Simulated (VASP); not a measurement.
# CdSe: lattice, stiffness and zone-centre modes, part 2 of 2

What lattice, stiffness and vibrations does CdSe have at one level of theory? The starting structure is a computed structure from the Materials Project. All runs use LDA.

VASP 6.6.1.

So far. Step 3 (Elastic constants): The elastic tensor has C11 = 70.5, C12 = 51.6, C44 = 24.1 GPa; its Hill averages are a bulk modulus of 57.9 and a shear modulus of 16.5 GPa. Step 4 (Modes of the relaxed cell): The zone-centre modes at 27.336 Å³ an atom are T2 175.8 cm⁻¹.

## 5. Modes at 0.97 of that volume (continued)

Level of this step: LDA; plane waves and PAW (Cd, Se) (VASP).

OUTCAR, selected parts (step 5):

```text
  Total        0.6200353      0.6200353      0.6200353     -0.0000000     -0.0000000      0.0000000
  in kB       18.7321260     18.7321260     18.7321260     -0.0000000     -0.0000000      0.0000000
  external PRESSURE =      18.7321260 kB  Pullay stress =       0.0000000 kB

 POSITION                                       TOTAL-FORCE (eV/Angst)
 -----------------------------------------------------------------------------------
      0.00000      0.00000      0.00000        -0.000000     -0.000000     -0.000000
      1.49099      1.49099      1.49099         0.000000      0.000000      0.000000
 -----------------------------------------------------------------------------------
    total drift:                               -0.000000     -0.000000     -0.000000

 MACROSCOPIC STATIC DIELECTRIC TENSOR (including local field effects in DFT)
 ------------------------------------------------------
           8.195167     0.000000    -0.000000
           0.000000     8.195167     0.000000
          -0.000000    -0.000000     8.195167
 ------------------------------------------------------

 MACROSCOPIC STATIC DIELECTRIC TENSOR IONIC CONTRIBUTION
 ------------------------------------------------------
           2.735769     0.000000     0.000000
           0.000000     2.735769    -0.000000
           0.000000    -0.000000     2.735769
 ------------------------------------------------------

[... 1 part as in an earlier step ...]

[... 1 further part left out ...]
```

The zone-centre modes at 26.516 Å³ an atom are T2 185.6 cm⁻¹.

## 6. Modes at 1.03 of that volume

Shape and positions were first relaxed at this volume, in a run that isn't shown.

Input file INCAR:

```
SYSTEM = CdSe
PREC = Accurate
ENCUT = 500
EDIFF = 1E-08
NELM = 100
ISMEAR = 0
SIGMA = 0.03
LREAL = .FALSE.
ALGO = Normal
GGA = CA
NBANDS = 15
LORBIT = 11
LWAVE = .FALSE.
LCHARG = .FALSE.
KPAR = 4
IBRION = 8
LEPSILON = .TRUE.
LPEAD = .TRUE.
ISIF = 2
```

Input file POSCAR:

```
CdSe
1.0
    0.0000000000      3.0422282811      3.0422282811
    3.0422282811      0.0000000000      3.0422282811
    3.0422282811      3.0422282811      0.0000000000
Cd Se
1 1
Direct
    0.0000000000      0.0000000000      0.0000000000
    0.2500000000      0.2500000000      0.2500000000
```

Input file KPOINTS:

```
Automatic mesh
0
Gamma
12 12 12
0 0 0
```

PAW data sets: Cd and Se (LDA family, release 64).

Command:

```console
mpirun -np 4 vasp_std
```

Output:

```text
[... set-up lines as in an earlier step ...]
 entering main loop
       N       E                     dE             d eps       ncg     rms          rms(c)
DAV:   1     0.104938771899E+03    0.10494E+03   -0.87466E+03  2232   0.104E+03
DAV:   2    -0.296412653307E+01   -0.10790E+03   -0.10254E+03  2524   0.259E+02
DAV:   3    -0.710822345071E+01   -0.41441E+01   -0.41346E+01  2552   0.527E+01
DAV:   4    -0.712662776633E+01   -0.18404E-01   -0.18403E-01  2790   0.354E+00
[...]
DAV:  13    -0.675474532992E+01   -0.60381E-07   -0.32677E-07  2447   0.374E-03    0.233E-03
DAV:  14    -0.675474531045E+01    0.19466E-07   -0.33809E-08  2538   0.173E-03    0.962E-04
DAV:  15    -0.675474530938E+01    0.10787E-08   -0.52927E-09  1297   0.404E-04
   1 F= -.67547453E+01 E0= -.67547453E+01  d E =-.464620E-11
 Linear response reoptimize wavefunctions to high precision
DAV:   1    -0.675474530938E+01   -0.61391E-11   -0.60063E-10  1598   0.151E-04
 Linear response to external field (no local field effect), progress :
  Direction:   1
[...]
RMM:  12    -0.431639137178E+00   -0.58562E-08   -0.13368E-08  7521   0.587E-05    0.140E-07
 first order change of Fermi-energy  -0.28339E-04
 force on displaced ion       1 direction 1 :  -4.757   0.000   0.000
 Born effective charge ion    1 direction 1 :   2.257   0.000   0.000
 Linear response progress:
  Degree of freedom:   2/  2
       N       E                     dE             d eps       ncg     rms          rms(c)
RMM:   1    -0.838846774556E-01   -0.83885E-01    0.98574E-02 20535   0.139E+00
RMM:   2    -0.842067802980E-01   -0.32210E-03   -0.15108E-03 12952   0.283E-01    0.128E-01
RMM:   3    -0.843297076047E-01   -0.12293E-03   -0.52656E-05 13625   0.464E-02    0.704E-02
RMM:   4    -0.845656935648E-01   -0.23599E-03   -0.36200E-05 13585   0.381E-02    0.787E-03
[...]
RMM:  11    -0.845629112051E-01   -0.17312E-07   -0.23531E-08 12201   0.214E-05    0.183E-06
RMM:  12    -0.845629228645E-01   -0.11659E-07   -0.13655E-08  8303   0.184E-05    0.379E-07
RMM:  13    -0.845629191269E-01    0.37375E-08   -0.27669E-09  6657   0.183E-05    0.320E-08
 first order change of Fermi-energy   0.24428E-03
 force on displaced ion       2 direction 1 :  -4.733   0.000   0.000
 Born effective charge ion    2 direction 1 :  -2.258   0.000   0.000
 Born effective charges drift removed
 Linear response finished
```

The job ended after 2.2 min (4 MPI ranks of Intel Xeon 6975P-C (Granite Rapids), shared host; peak memory 3.1 GiB; 8.3 min of CPU time).

OUTCAR, selected parts (step 6):

```text
  Total       -0.5637468     -0.5637468     -0.5637468     -0.0000000      0.0000000     -0.0000000
  in kB      -16.0394432    -16.0394432    -16.0394432     -0.0000000      0.0000000     -0.0000000
  external PRESSURE =     -16.0394432 kB  Pullay stress =       0.0000000 kB

 POSITION                                       TOTAL-FORCE (eV/Angst)
 -----------------------------------------------------------------------------------
      0.00000      0.00000      0.00000        -0.000000     -0.000000     -0.000000
      1.52111      1.52111      1.52111         0.000000      0.000000      0.000000
 -----------------------------------------------------------------------------------
    total drift:                                0.000000      0.000000     -0.000000

 MACROSCOPIC STATIC DIELECTRIC TENSOR (including local field effects in DFT)
 ------------------------------------------------------
           8.662111    -0.000000    -0.000000
           0.000000     8.662111    -0.000000
          -0.000000     0.000000     8.662111
 ------------------------------------------------------

 MACROSCOPIC STATIC DIELECTRIC TENSOR IONIC CONTRIBUTION
 ------------------------------------------------------
           3.449587     0.000000     0.000000
           0.000000     3.449587    -0.000000
           0.000000    -0.000000     3.449587
 ------------------------------------------------------

[... 1 part as in an earlier step ...]

[... 1 further part left out ...]
```

The zone-centre modes at 28.156 Å³ an atom are T2 166.8 cm⁻¹.

## 7. The runs compared

```csv
run,volume (Å³/atom),T2,core minutes
relaxation,27.336,-,0.147
elastic constants,27.336,-,11.8
modes of the relaxed cell,27.336,175.8,8.2
modes at 0.97 of that volume,26.516,185.6,8.33
modes at 1.03 of that volume,28.156,166.8,8.87
```

Modes are in cm⁻¹, degenerate ones as one, matched by symmetry and order. A number in brackets counts the listed modes of one symmetry from the lowest. The symmetry labels come from an automatic analysis and can be wrong where levels nearly coincide. Core minutes are wall time times ranks of the run shown, on a shared host.

## 8. Summary of results

- relaxed volume: 27.34 Å³/atom
- bulk modulus from two volumes: 57.9 GPa
- Hill shear modulus: 16.5 GPa
- mode T2: 175.8 cm⁻¹
- Grüneisen parameter of T2: 1.78

At the LDA level CdSe relaxes to 27.34 Å³ an atom. The bulk modulus is 57.9 GPa from the pressures at two volumes and 57.9 GPa as the Hill average of the elastic tensor, so the two routes agree. The mode Grüneisen parameters, from the cells at 0.97 and 1.03 of the volume, come to 1.78 (T2). The dielectric constants and Born charges in the logs aren't compared here; at a small gap they can be far off, and in a run without a gap they mean nothing. The frequencies are harmonic, and the splitting of polar modes by their long-range field is left out. All values are for a static lattice. Further runs on this material are not shown.

[Lines on the potential files, build, host, timing and source positions are cut from VASP's logs without a mark.]

[Logs are printed without paths, hosts, clocks, repeated set-up lines and the standing remarks that a program may print on its own settings, such as how far it seeks lower states.]

[Hosts, paths, dates, database ids (printed as entryN), source tags and the programs' standing remarks are cut or masked in the printed files.]
